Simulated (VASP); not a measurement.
# Ho (Fm-3m) in VASP: single point with PBE

Aim: the single point of Ho with PBE.

Everything below comes from runs of VASP 6.6.1. Logs are shortened: lines on timing, memory, paths and dates and some standing lists are left out, and cuts for length are marked.

### Step 1. The crystal as given

Symmetry: Fm-3m, No. 225, cubic system. Conventional cell: a = 4.988 Å, b = 4.988 Å, c = 4.988 Å, α = 90.00°, β = 90.00°, γ = 90.00°. Around Ho (site symmetry m-3m) lie 12 Ho at 3.53 Å.

This isn't the form of Ho at room conditions, which is hcp.

### Step 2. Single point, PBE, collinear spin, typed start

File INCAR:

```
SYSTEM = Ho
ALGO = Normal
EDIFF = 1E-7
ENCUT = 520
GGA = PE
ISIF = 2
ISMEAR = -1
ISPIN = 2
LASPH = .TRUE.
LCHARG = .TRUE.
LELF = .TRUE.
LMAXMIX = 6
LORBIT = 11
LREAL = .FALSE.
LVHAR = .TRUE.
LWAVE = .FALSE.
MAGMOM = 4
NBANDS = 20
NELM = 150
PREC = Accurate
SIGMA = 0.05
```

File KPOINTS:

```
k-points
0
G
  9 9 9
  0 0 0
```

File POSCAR:

```
Ho
1.0
    0.0000000000      2.4942453452      2.4942453452
    2.4942453452      0.0000000000      2.4942453452
    2.4942453452      2.4942453452      0.0000000000
Ho
1
Direct
    0.0000000000      0.0000000000      0.0000000000
```

Potentials or basis: VASP PAW PBE potentials, release 64 (Ho).

Command:

```bash
$ cat potpaw_PBE.64/Ho/POTCAR > POTCAR
$ mpirun -np 1 vasp_std > vasp.out
```

OUTCAR:

```text
SYSTEM = Ho
   EDIFF = 1E-7
   ENCUT = 520
   GGA = PE
   ISIF = 2
   ISMEAR = -1
   ISPIN = 2
   LASPH = .TRUE.
   LORBIT = 11
   LREAL = .FALSE.
   NELM = 150
   PREC = Accurate

 ion  position               nearest neighbor table
   1  0.000  0.000  0.000-

  LATTYP: Found a face centered cubic cell.
 ALAT       =     4.9884906904

  Lattice vectors:

 A1 = (   0.0000000000,   2.4942453452,   2.4942453452)
 A2 = (   2.4942453452,   0.0000000000,   2.4942453452)
 A3 = (   2.4942453452,   2.4942453452,   0.0000000000)

Analysis of symmetry for initial positions (statically):
=====================================================================
 Subroutine PRICEL returns:
 Original cell was already a primitive cell.

 Routine SETGRP: Setting up the symmetry group for a
 face centered cubic supercell.

 Subroutine GETGRP returns: Found 48 space group operations
 (whereof 48 operations were pure point group operations)
 out of a pool of 48 trial point group operations.

The static configuration has the point symmetry O_h .

Analysis of symmetry for dynamics (positions and initial velocities):
=====================================================================
 Subroutine PRICEL returns:
 Original cell was already a primitive cell.

 Routine SETGRP: Setting up the symmetry group for a
 face centered cubic supercell.

 Subroutine GETGRP returns: Found 48 space group operations
 (whereof 48 operations were pure point group operations)
 out of a pool of 48 trial point group operations.

The dynamic configuration has the point symmetry O_h .

Analysis of structural, dynamic, and magnetic symmetry:
=====================================================================
 Subroutine PRICEL returns:
 Original cell was already a primitive cell.

 Routine SETGRP: Setting up the symmetry group for a
 face centered cubic supercell.

 Subroutine GETGRP returns: Found 48 space group operations
 (whereof 48 operations were pure point group operations)
 out of a pool of 48 trial point group operations.

The overall configuration has the point symmetry O_h .

 Subroutine INISYM returns: Found 48 space group operations
 (whereof 48 operations are pure point group operations),
 and found     1 'primitive' translations

----------------------------------------------------------------------------------------

                                     Primitive cell

  volume of cell :      31.0347
[... 100 lines left out ...]
   EMIN   =  10.00;   EMAX   =-10.00  energy-range for DOS
   EFERMI =   0.00;   METHOD = LEGACY
   ISMEAR =    -1;   SIGMA  =   0.05  broadening in eV -4-tet -1-fermi 0-gaus
   EFERMI_NEDOS =   21; number of points for ismear=-14 and -15
   IALGO  =     38    algorithm
   IMIX   =      4    mixing-type and parameters
     AMIX     =   0.40;   BMIX     =  1.00
     AMIX_MAG =   1.60;   BMIX_MAG =  1.00
  volume/ion in A,a.u.               =      31.03       209.43
  Fermi-wavevector in a.u.,A,eV,Ry     =   1.437249  2.716007 28.105357  2.065685
  Thomas-Fermi vector in A             =   2.556348
   LORBIT       =     11    0 simple, 1 ext, 2 COOP (PROOUT), +10 PAW based schemes
   GGA     = PE    functional components
   LHFCALC =     F    Hartree Fock is set to
   AEXX    =    0.0000 exact exchange contribution
   IVDW    =     0    specifies the selected vdW correction
   LEPSILON=     F    determine dielectric tensor
   LRPA    =     F    only Hartree local field effects (RPA)
 spin polarized calculation
  energy-cutoff  :      520.00
  volume of cell :       31.03
 maximum number of plane-waves:       869
 NGX is ok and might be reduce to    28
   NGX = 13   NGY = 13   NGZ = 13

 number of electron      20.9999999 magnetization       3.6321028

 Free energy of the ion-electron system (eV)
  ---------------------------------------------------
  ext. energy  EPLUGINS =         0.00000000
  ---------------------------------------------------
  free energy    TOTEN  =        -6.50034060 eV

  energy without entropy =       -6.45390574  energy(sigma->0) =       -6.47712317

 E-fermi :   2.6138     XC(G=0): -10.1535

 val. band max:        2.6085294970   @ k =  -0.3333   0.4444   0.1111
 cond. band min:       2.6217872015   @ k =   0.4444   0.3333   0.1111
 fundamental gap:      0.0132577045
 Fermi energy:         2.6137572350

 spin component 1

 k-point     1 :       0.0000    0.0000    0.0000
  band No.  band energies     occupation
      1     -45.4796      1.00000
      2     -20.1551      1.00000
      3     -20.1551      1.00000
      4     -20.1551      1.00000
      5      -2.6266      1.00000
      6      -0.2859      1.00000
[... 541 lines left out ...]
     19      11.9199      0.00000
     20      12.8474      0.00000

 [... further k-points ...]

 spin component 2

 k-point     1 :       0.0000    0.0000    0.0000
  band No.  band energies     occupation
      1     -43.9014      1.00000
      2     -18.9956      1.00000
      3     -18.9956      1.00000
      4     -18.9956      1.00000
      5      -2.3519      1.00000
      6       1.8372      1.00000
[... 541 lines left out ...]
     19      12.4226      0.00000
     20      13.3872      0.00000

 [... further k-points ...]

------------------------ aborting loop because EDIFF is reached ----------------------------------------

  FORCE on cell =-STRESS in cart. coord.  units (eV):
  Direction    XX          YY          ZZ          XY          YZ          ZX
  --------------------------------------------------------------------------------------
  -------------------------------------------------------------------------------------
  Total        0.5383079      0.5383079      0.5383079      0.0000000      0.0000000     -0.0000000
  in kB       27.7903388     27.7903388     27.7903388      0.0000000      0.0000000     -0.0000000
  external PRESSURE =      27.7903388 kB  Pullay stress =       0.0000000 kB

 VOLUME and BASIS-vectors are now :
 -----------------------------------------------------------------------------
  energy-cutoff  :      520.00
  volume of cell :       31.03
      direct lattice vectors                 reciprocal lattice vectors
     0.000000000  2.494245345  2.494245345    -0.200461435  0.200461435  0.200461435
     2.494245345  0.000000000  2.494245345     0.200461435 -0.200461435  0.200461435
     2.494245345  2.494245345  0.000000000     0.200461435  0.200461435 -0.200461435

 POSITION                                       TOTAL-FORCE (eV/Angst)
 -----------------------------------------------------------------------------------
      0.00000      0.00000      0.00000        -0.000000     -0.000000     -0.000000
 -----------------------------------------------------------------------------------
    total drift:                               -0.000000     -0.000000     -0.000000

  FREE ENERGIE OF THE ION-ELECTRON SYSTEM (eV)
  ---------------------------------------------------
  free  energy   TOTEN  =        -6.5003406006 eV

  energy  without entropy=       -6.4539057447  energy(sigma->0) =       -6.47712317

 total charge

# of ion       s       p       d       f       tot
--------------------------------------------------
    1        2.126   5.704   0.423  10.328  18.581

 magnetization (x)

# of ion       s       p       d       f       tot
--------------------------------------------------
    1        0.006  -0.022   0.063   3.441   3.488
```

stdout:

```text
POSCAR found type information on POSCAR Ho
 POSCAR found :  1 types and       1 ions
 scaLAPACK will be used
 LDA part: xc-table for (Slater+PW92), standard interpolation
 POSCAR, INCAR and KPOINTS ok, starting setup
 FFT: planning ... GRIDC
 FFT: planning ... GRID_SOFT
 FFT: planning ... GRID
 WAVECAR not read
 entering main loop
```

Run time: 2 min. Hardware: 1 thread of Intel Xeon Platinum 8375C at 2.90GHz (Ice Lake), shared host; peak memory 0.2 GiB.

Results:

```
Free energy                                           : -6.5003 eV
Pressure                                              : 2.8 GPa
Band gap on the k mesh                                : none (metal or under the smearing width)
Net moment                                            : 3.63 μB per cell
Site moments                                          : Ho +3.49 μB
Valence electrons inside the program's atomic spheres : Ho 18.58
```

Caveat: the magnetic or orbital state may not be the lowest; spin-orbit coupling is left out, which moves the levels of the heavy elements.
